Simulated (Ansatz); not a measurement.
# Rhodium, dhcp under r²SCAN: ground state and equation of state, part 3 of 3

Aim: take rhodium in the dhcp structure, relax it, solve it on a dense k-mesh, then scale the cell to 7 volumes from 88 to 112 % of the relaxed one and try a fit of the equation of state. The start is ferromagnetic. The k-meshes are 13×13×4 for the relaxation; 18×18×5 for the dense run; 15×15×4 for the volumes.

Ansatz 0.2.0; DFT, r2SCAN, plane waves (500 eV) with PAW, scalar-relativistic.

**7. At 100 % of the relaxed volume**

input.yaml reads:

```yaml
crystal:
  lattice:
    - [2.6885733033, 0.0, 0.0]
    - [-1.3442866516, 2.3283727806, 0.0]
    - [0.0, 0.0, 8.7805590808]
  atoms:
    - { symbol: Rh, position: [0.0, 1.0, 0.0], spin: 1.0 }
    - { symbol: Rh, position: [0.0, 1.0, 0.5], spin: 1.0 }
    - { symbol: Rh, position: [0.3333333333, 0.6666666667, 0.25], spin: 1.0 }
    - { symbol: Rh, position: [0.6666666667, 0.3333333333, 0.75], spin: 1.0 }
hamiltonian:
  xc: r2scan
  pseudopotentials:
    kind: paw
    azcp:
      Rh: "pseudopotentials/Rh.paw.azcp"
basis:
  ecutwfc: 500
  fft_grid_basis: typed
kpoints:
  mp_grid: { grid: [15, 15, 4], shift: [0, 0, 0] }
magnetization:
  spin_polarized: true
scf:
  occupations: { method: fermi_dirac, width: 0.05 }
  lower_state_search: "off"
output:
  stress: true
```

On the command line:

```console
> ansatz run input.yaml --threads 2 --pin off --max-ram 6144MiB --backend cpu --events-out ev --progress --plain --runs-dir out
```

Standard output, cut to the lines that bear on the results:

```text
Warning: RAYON_NUM_THREADS=2 ignored (pool sized by the plan → 2); use --threads N
[...]
Pseudopotentials: kind: paw
Pseudopotential: Rh, paw, valence charge 17, recommended cutoff 500 eV (meta_gga), <dir>
Functional definition: r2SCAN
[...]
Crystal: 4 atoms, lattice volume = 54.966 Å³
Basis set: ecut = 500 eV, 1389 PW (Γ), exchange–correlation on 80×80×288 points (64 copies of the dense FFT grid, shifted against one another)
Bands: 44, of which v1, the nominal top of the filled ones, is band 34 counted from 1 (33 counted from 0)
Symmetry: 24 space group operations
[...]
WARN: the starting moments were not kept: the SCF closed with an absolute magnetisation of 1.3e-4 μB, where they sum to 4 μB in size (4 sites). That is at most 0.1 of that sum. Measured as dr2_m measures the in/out step, that magnetisation stands 3.1e-9 eV from none, at or under the [...]
Spin contamination: 0.0000 ħ² per cell (⟨S²⟩ above its minimum at these occupations)
Per-site moments (μB) at R_I (Å): [(-3.6712781378842086e-5, 1.1090125276071496), (-3.671278137884719e-5, 1.1090125276071496), (-2.3354124543904592e-5, 1.1090125276071496), (-2.3354124543930748e-5, 1.1090125276071496)]
Free energy (F): -25661.028191 eV
[...]
E sigma→0 (E₀):  -25661.009081 eV
Entropy (-TS):   -0.038219 eV (-9.555 meV/atom)
Fermi energy:    22.245477 eV
[...]
--- Stress (GPa, compression-positive) ---
       -0.098103       0.000000       0.000000
        0.000000      -0.098103       0.000000
        0.000000       0.000000       0.014494
  P = ⅓ Tr σ = -0.0606 GPa (-0.606 kbar)
```

Wall time 60 s (2 threads of Arm Neoverse V2, shared host); peak memory 0.66 GiB.

**8. At 104 % of the relaxed volume**

input.yaml: that of step 7 with these lines changed.

```diff
@@ -2,5 +2,5 @@
   lattice:
-    - [2.6885733033, 0.0, 0.0]
-    - [-1.3442866516, 2.3283727806, 0.0]
-    - [0.0, 0.0, 8.7805590808]
+    - [2.7239533251, 0.0, 0.0]
+    - [-1.3619766625, 2.3590127782, 0.0]
+    - [0.0, 0.0, 8.8961060035]
   atoms:
@@ -28 +28,5 @@
   stress: true
+  write_density: true
+  write_potential: true
+  elf: true
+  volumetric_format: npy
```

On the command line:

```console
> ansatz run input.yaml --threads 2 --pin off --max-ram 6144MiB --backend cpu --events-out ev --progress --plain --runs-dir out
```

Standard output, cut to the lines that bear on the results:

```text
Warning: RAYON_NUM_THREADS=2 ignored (pool sized by the plan → 2); use --threads N
[...]
[... 3 set-up lines as earlier in the session ...]
[...]
Crystal: 4 atoms, lattice volume = 57.165 Å³
Basis set: ecut = 500 eV, 1389 PW (Γ), exchange–correlation on 80×80×288 points (64 copies of the dense FFT grid, shifted against one another)
Bands: 44, of which v1, the nominal top of the filled ones, is band 34 counted from 1 (33 counted from 0)
[... 1 set-up line as earlier in the session ...]
[...]
WARN: the starting moments were not kept: the SCF closed with an absolute magnetisation of 1.0e-4 μB, where they sum to 4 μB in size (4 sites). That is at most 0.1 of that sum. Measured as dr2_m measures the in/out step, that magnetisation stands 1.8e-9 eV from none, at or under the [...]
Spin contamination: 0.0000 ħ² per cell (⟨S²⟩ above its minimum at these occupations)
Per-site moments (μB) at R_I (Å): [(2.293268304923067e-5, 1.1236064712936789), (2.293268304924664e-5, 1.1236064712936786), (2.500989502032325e-5, 1.1236064712936789), (2.500989502037722e-5, 1.1236064712936786)]
Free energy (F): -25660.956356 eV
[...]
E sigma→0 (E₀):  -25660.935529 eV
Entropy (-TS):   -0.041654 eV (-10.413 meV/atom)
Fermi energy:    21.138380 eV
[...]
--- Stress (GPa, compression-positive) ---
      -10.008334      -0.000000      -0.000000
       -0.000000     -10.008334       0.000000
       -0.000000       0.000000      -9.975280
  P = ⅓ Tr σ = -9.9973 GPa (-99.973 kbar)
--- Band table (eV; the first three rows and the last of 162) ---
[...]
```

Run time: 77 s. Hardware: 2 threads of Arm Neoverse V2, shared host; peak memory 0.69 GiB.

**9. At 108 % of the relaxed volume**

input.yaml: that of step 8 with these lines changed.

```diff
@@ -2,5 +2,5 @@
   lattice:
-    - [2.7239533251, 0.0, 0.0]
-    - [-1.3619766625, 2.3590127782, 0.0]
-    - [0.0, 0.0, 8.8961060035]
+    - [2.7584374077, 0.0, 0.0]
+    - [-1.3792187038, 2.3888768698, 0.0]
+    - [0.0, 0.0, 9.0087268959]
   atoms:
@@ -28,5 +28 @@
   stress: true
-  write_density: true
-  write_potential: true
-  elf: true
-  volumetric_format: npy
```

On the command line:

```console
> ansatz run input.yaml --threads 2 --pin off --max-ram 6144MiB --backend cpu --events-out ev --progress --plain --runs-dir out
```

Standard output, cut to the lines that bear on the results:

```text
Warning: RAYON_NUM_THREADS=2 ignored (pool sized by the plan → 2); use --threads N
[...]
[... 3 set-up lines as earlier in the session ...]
[...]
Crystal: 4 atoms, lattice volume = 59.364 Å³
Basis set: ecut = 500 eV, 1461 PW (Γ), exchange–correlation on 96×96×288 points (64 copies of the dense FFT grid, shifted against one another)
Bands: 44, of which v1, the nominal top of the filled ones, is band 34 counted from 1 (33 counted from 0)
[... 1 set-up line as earlier in the session ...]
[...]
WARN: the starting moments were not kept: the SCF closed with an absolute magnetisation of 6.6e-5 μB, where they sum to 4 μB in size (4 sites). That is at most 0.1 of that sum. Measured as dr2_m measures the in/out step, that magnetisation stands 8.7e-10 eV from none, at or under the [...]
Spin contamination: 0.0000 ħ² per cell (⟨S²⟩ above its minimum at these occupations)
Per-site moments (μB) at R_I (Å): [(-2.0891274596805025e-5, 1.137830848057207), (-2.0891274596814312e-5, 1.137830848057207), (-9.862824316719199e-6, 1.137830848057207), (-9.86282431669385e-6, 1.137830848057207)]
Free energy (F): -25660.763883 eV
[...]
E sigma→0 (E₀):  -25660.741243 eV
Entropy (-TS):   -0.045281 eV (-11.320 meV/atom)
Fermi energy:    20.114391 eV
[...]
--- Stress (GPa, compression-positive) ---
      -17.717853       0.000000       0.000000
        0.000000     -17.717853       0.000000
        0.000000       0.000000     -17.741176
  P = ⅓ Tr σ = -17.7256 GPa (-177.256 kbar)
```

Run time: 69 s. Hardware: 2 threads of Arm Neoverse V2, shared host; peak memory 0.75 GiB.

**10. At 112 % of the relaxed volume**

input.yaml: that of step 9 with these lines changed.

```diff
@@ -2,5 +2,5 @@
   lattice:
-    - [2.7584374077, 0.0, 0.0]
-    - [-1.3792187038, 2.3888768698, 0.0]
-    - [0.0, 0.0, 9.0087268959]
+    - [2.7920802039, 0.0, 0.0]
+    - [-1.3960401019, 2.418012386, 0.0]
+    - [0.0, 0.0, 9.1186002476]
   atoms:
@@ -28 +28,5 @@
   stress: true
+  write_density: true
+  write_potential: true
+  elf: true
+  volumetric_format: npy
```

On the command line:

```console
> ansatz run input.yaml --threads 2 --pin off --max-ram 6144MiB --backend cpu --events-out ev --progress --plain --runs-dir out
```

Standard output, cut to the lines that bear on the results:

```text
Warning: RAYON_NUM_THREADS=2 ignored (pool sized by the plan → 2); use --threads N
[...]
[... 3 set-up lines as earlier in the session ...]
[...]
Crystal: 4 atoms, lattice volume = 61.562 Å³
Basis set: ecut = 500 eV, 1557 PW (Γ), exchange–correlation on 96×96×288 points (64 copies of the dense FFT grid, shifted against one another)
Bands: 44, of which v1, the nominal top of the filled ones, is band 34 counted from 1 (33 counted from 0)
[... 1 set-up line as earlier in the session ...]
[...]
WARN: the starting moments were not kept: the SCF closed with an absolute magnetisation of 6.5e-6 μB, where they sum to 4 μB in size (4 sites). That is at most 0.1 of that sum. Measured as dr2_m measures the in/out step, that magnetisation stands 7.8e-12 eV from none, at or under the [...]
Per-site moments (μB) at R_I (Å): [(-1.0176725095981665e-6, 1.1517082016890265), (-1.017672509505343e-6, 1.1517082016890265), (-1.953307779069897e-6, 1.1517082016890265), (-1.953307778821866e-6, 1.1517082016890265)]
Free energy (F): -25660.477880 eV
[...]
E sigma→0 (E₀):  -25660.453327 eV
Entropy (-TS):   -0.049106 eV (-12.276 meV/atom)
Fermi energy:    19.164860 eV
[...]
--- Stress (GPa, compression-positive) ---
      -23.675193       0.000000       0.000000
        0.000000     -23.675193       0.000000
        0.000000       0.000000     -23.737358
  P = ⅓ Tr σ = -23.6959 GPa (-236.959 kbar)
--- Band table (eV; the first three rows and the last of 162) ---
[...]
```

Run time: 5.4 min. Hardware: 2 threads of Arm Neoverse V2, shared host; peak memory 1.6 GiB.

**11. Fitting the volumes**

The cell was scaled evenly, with its shape and the fractional positions fixed.

```
V (Å³/atom)  E − E₀ (meV/atom)  P from the stress (GPa)  P from the fit (GPa)
     12.093              223.0                    49.65                 49.63
     12.642               90.1                    28.91                 28.78
     13.192               20.3                    12.66                 12.53
     13.742                0.0                    -0.06                 -0.18
     14.291               18.3                   -10.00                -10.11
     14.841               66.9                   -17.73                -17.86
     15.391              138.9                   -23.70                -23.89
```

A third-order Birch-Murnaghan fit gives V₀ = 13.733 Å³/atom, B₀ = 281 GPa and B₀′ = 5.1; it misses no point by more than 0.06 meV/atom.

The fit is made to E(σ → 0), while the stress belongs to the free energy F; that is one source of the offset between the two pressures.

**12. Outcome**

The summary covers parts 1 to 3.

| quantity | value |
| --- | --- |
| space group (spins left aside) | P6_3/mmc (No. 194) |
| conventional cell | a = 2.689 Å, c = 8.781 Å (c/a = 3.266) |
| volume | 13.742 Å³/atom |
| shortest distance | 2.689 Å |
| gap on the mesh | none (levels filled in part) |
| magnetic state | non-magnetic |
| relative to fcc | +23 meV/atom |
| V₀, B₀, B₀′ | 13.733 Å³/atom, 281 GPa, 5.1 |

In words: From the guessed start the volume shrank by 0.1 % in 4 steps. Against the reference form of rhodium (fcc, computed apart with the same settings) it stands 23 meV/atom higher. The moments die out: the run ends non-magnetic. Levels at the Fermi energy are filled in part, as in a metal. The fitted modulus is 281 GPa, among the stiffest elements; letting shape and positions relax at each volume could only lower it. Relaxation kept the symmetry; phonons were not checked.
